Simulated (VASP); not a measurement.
# Na: nudged elastic band

Na, defect, 15 atoms in the cell. PBE, nudged elastic band; PAW potentials Na_pv (PBE set).

Path: a Na atom hops into a neighbouring Na vacancy; Moving images: 3.

## Input

INCAR.step1:
```
  PREC = Normal
  ENCUT = 300
  EDIFF = 1E-6
  ISMEAR = 1
  SIGMA = 0.1
  LREAL = False
  LASPH = True
  NELM = 100
  ALGO = Normal
  LWAVE = False
  LCHARG = False
  IBRION = 2
  NSW = 100
  ISIF = 2
  EDIFFG = -0.02
  POTIM = 0.5
  KPAR = 6
```

INCAR.step3, as INCAR.step1 but for:
```
- IBRION = 2
- ISIF = 2
- EDIFFG = -0.02
- POTIM = 0.5
- KPAR = 6
+ IBRION = 1
+ POTIM = 0.3
+ EDIFFG = -0.05
+ SPRING = -5
+ IMAGES = 3
+ KPAR = 2
```

KPOINTS:
```
k-points
0
Gamma
  3 3 2
```

00/POSCAR:
```
Na
1.0
    7.5531643200      0.0000000000      0.0000000000
    0.0000000000      7.5531643200      0.0000000000
    0.0000000000      0.0000000000     10.5491067200
Na
15
Direct
    0.5000000000      0.0000000000      0.0000000000
    0.0000000000      0.5000000000      0.0000000000
    0.0000000000      0.0000000000      0.5000000000
    0.2466515816      0.2466515816      0.2478623069
    0.5000000000      0.5000000000      0.0000000000
    0.5000000000      0.0000000000      0.5000000000
    0.7533484184      0.2466515816      0.2478623069
    0.0000000000      0.5000000000      0.5000000000
    0.2466515816      0.7533484184      0.2478623069
    0.2466515816      0.2466515816      0.7521376931
    0.5000000000      0.5000000000      0.5000000000
    0.7533484184      0.7533484184      0.2478623069
    0.7533484184      0.2466515816      0.7521376931
    0.2466515816      0.7533484184      0.7521376931
    0.7533484184      0.7533484184      0.7521376931
```

01/POSCAR:
```
Na
1.0
    7.5531643200      0.0000000000      0.0000000000
    0.0000000000      7.5531643200      0.0000000000
    0.0000000000      0.0000000000     10.5491067200
Na
15
Direct
    0.5033294262      0.0050039071      0.0047010268
    0.0050039071      0.5033294262      0.0047010268
    0.0050039071      0.0050039071      0.5036323066
    0.1899925933      0.1899925933      0.1905977569
    0.5033294262      0.5033294262      0.0047010268
    0.5033294262      0.0050039071      0.5036323066
    0.7566779805      0.2516553528      0.2525633968
    0.0050039071      0.5033294262      0.5036323066
    0.2516553528      0.7566779805      0.2525633968
    0.2516553528      0.2516553528      0.7557699365
    0.5033294262      0.5033294262      0.5036323066
    0.7566779805      0.7566779805      0.2525633968
    0.7566779805      0.2516553528      0.7557699365
    0.2516553528      0.7566779805      0.7557699365
    0.7566779805      0.7566779805      0.7557699365
```

02/POSCAR:
```
Na
1.0
    7.5531643200      0.0000000000      0.0000000000
    0.0000000000      7.5531643200      0.0000000000
    0.0000000000      0.0000000000     10.5491067200
Na
15
Direct
    0.5066588525      0.0100078142      0.0094020535
    0.0100078142      0.5066588525      0.0094020535
    0.0100078142      0.0100078142      0.5072646131
    0.1333336050      0.1333336050      0.1333332070
    0.5066588525      0.5066588525      0.0094020535
    0.5066588525      0.0100078142      0.5072646131
    0.7600075426      0.2566591241      0.2572644868
    0.0100078142      0.5066588525      0.5072646131
    0.2566591241      0.7600075426      0.2572644868
    0.2566591241      0.2566591241      0.7594021799
    0.5066588525      0.5066588525      0.5072646131
    0.7600075426      0.7600075426      0.2572644868
    0.7600075426      0.2566591241      0.7594021799
    0.2566591241      0.7600075426      0.7594021799
    0.7600075426      0.7600075426      0.7594021799
```

03/POSCAR:
```
Na
1.0
    7.5531643200      0.0000000000      0.0000000000
    0.0000000000      7.5531643200      0.0000000000
    0.0000000000      0.0000000000     10.5491067200
Na
15
Direct
    0.5099882787      0.0150117213      0.0141030803
    0.0150117213      0.5099882787      0.0141030803
    0.0150117213      0.0150117213      0.5108969197
    0.0766746166      0.0766746166      0.0760686570
    0.5099882787      0.5099882787      0.0141030803
    0.5099882787      0.0150117213      0.5108969197
    0.7633371046      0.2616628954      0.2619655767
    0.0150117213      0.5099882787      0.5108969197
    0.2616628954      0.7633371046      0.2619655767
    0.2616628954      0.2616628954      0.7630344233
    0.5099882787      0.5099882787      0.5108969197
    0.7633371046      0.7633371046      0.2619655767
    0.7633371046      0.2616628954      0.7630344233
    0.2616628954      0.7633371046      0.7630344233
    0.7633371046      0.7633371046      0.7630344233
```

04/POSCAR:
```
Na
1.0
    7.5531643200      0.0000000000      0.0000000000
    0.0000000000      7.5531643200      0.0000000000
    0.0000000000      0.0000000000     10.5491067200
Na
15
Direct
    0.5133177050      0.0200156283      0.0188041071
    0.0200156283      0.5133177050      0.0188041071
    0.0200156283      0.0200156283      0.5145292262
    0.0200156283      0.0200156283      0.0188041071
    0.5133177050      0.5133177050      0.0188041071
    0.5133177050      0.0200156283      0.5145292262
    0.7666666667      0.2666666667      0.2666666667
    0.0200156283      0.5133177050      0.5145292262
    0.2666666667      0.7666666667      0.2666666667
    0.2666666667      0.2666666667      0.7666666667
    0.5133177050      0.5133177050      0.5145292262
    0.7666666667      0.7666666667      0.2666666667
    0.7666666667      0.2666666667      0.7666666667
    0.2666666667      0.7666666667      0.7666666667
    0.7666666667      0.7666666667      0.7666666667
```

POSCAR.step1:
```
Na
1.0
    7.5531643200      0.0000000000      0.0000000000
    0.0000000000      7.5531643200      0.0000000000
    0.0000000000      0.0000000000     10.5491067200
Na
15
Direct
    0.5000000000      0.0000000000      0.0000000000
    0.0000000000      0.5000000000      0.0000000000
    0.0000000000      0.0000000000      0.5000000000
    0.2500000000      0.2500000000      0.2500000000
    0.5000000000      0.5000000000      0.0000000000
    0.5000000000      0.0000000000      0.5000000000
    0.7500000000      0.2500000000      0.2500000000
    0.0000000000      0.5000000000      0.5000000000
    0.2500000000      0.7500000000      0.2500000000
    0.2500000000      0.2500000000      0.7500000000
    0.5000000000      0.5000000000      0.5000000000
    0.7500000000      0.7500000000      0.2500000000
    0.7500000000      0.2500000000      0.7500000000
    0.2500000000      0.7500000000      0.7500000000
    0.7500000000      0.7500000000      0.7500000000
```

POSCAR.step2:
```
Na
1.0
    7.5531643200      0.0000000000      0.0000000000
    0.0000000000      7.5531643200      0.0000000000
    0.0000000000      0.0000000000     10.5491067200
Na
15
Direct
    0.5000000000      0.0000000000      0.0000000000
    0.0000000000      0.5000000000      0.0000000000
    0.0000000000      0.0000000000      0.5000000000
    0.0000000000      0.0000000000      0.0000000000
    0.5000000000      0.5000000000      0.0000000000
    0.5000000000      0.0000000000      0.5000000000
    0.7500000000      0.2500000000      0.2500000000
    0.0000000000      0.5000000000      0.5000000000
    0.2500000000      0.7500000000      0.2500000000
    0.2500000000      0.2500000000      0.7500000000
    0.5000000000      0.5000000000      0.5000000000
    0.7500000000      0.7500000000      0.2500000000
    0.7500000000      0.2500000000      0.7500000000
    0.2500000000      0.7500000000      0.7500000000
    0.7500000000      0.7500000000      0.7500000000
```

Commands (each step's output is kept before the next begins):
```
cat potpaw_PBE.64/Na_pv/POTCAR > POTCAR
cp INCAR.step1 INCAR
cp POSCAR.step1 POSCAR
mpirun -np 6 vasp_std > vasp.out
cp POSCAR.step2 POSCAR
mpirun -np 6 vasp_std > vasp.out
# 00 and 04 hold the relaxed ends, the second shifted as a whole so that the mean position stays; the images between are interpolated (pair-distance (IDPP))
cp INCAR.step3 INCAR
mpirun -np 6 vasp_std > vasp.out
```

## Result

- Barrier (eV): 0.064
- Barrier of the reverse step (eV): 0.064
- Energy of the second end over the first (eV): 0.000
- Top of the path (share of its length): 0.50
- Length of the path (Å): 4.01
- Steps of the band: 12
- Ionic steps, all stages: 22
- Electronic steps, all stages: 319

Energy along the relaxed band:

| Image | Distance along the path (Å) | Energy above the first end (eV) | Slope along the path (eV/Å) | Largest force across the path (eV/Å) |
|---|---|---|---|---|
| 0 | 0.000 | 0.000 | relaxed end |  |
| 1 | 1.002 | 0.036 | 0.059 | 0.042 |
| 2 | 2.004 | 0.064 | -0.001 | 0.038 |
| 3 | 3.007 | 0.034 | -0.054 | 0.043 |
| 4 | 4.012 | -0.000 | relaxed end |  |

The cell is Na (16 atoms) with one Na atom missing.

The two ends have the same energy within 0.01 eV.

Limits: the cell holds 15 atoms, so the vacancy or interstitial meets its own images and the barrier isn't that of a lone defect; the atom stays on the straight, symmetric line between the sites, so the barrier is an upper bound: a way around it wasn't tried.

VASP 6.6.1 took 455 s on 6 cores (Intel Xeon Platinum 8259CL @ 2.50GHz (Skylake/Cascade Lake)), a shared host.
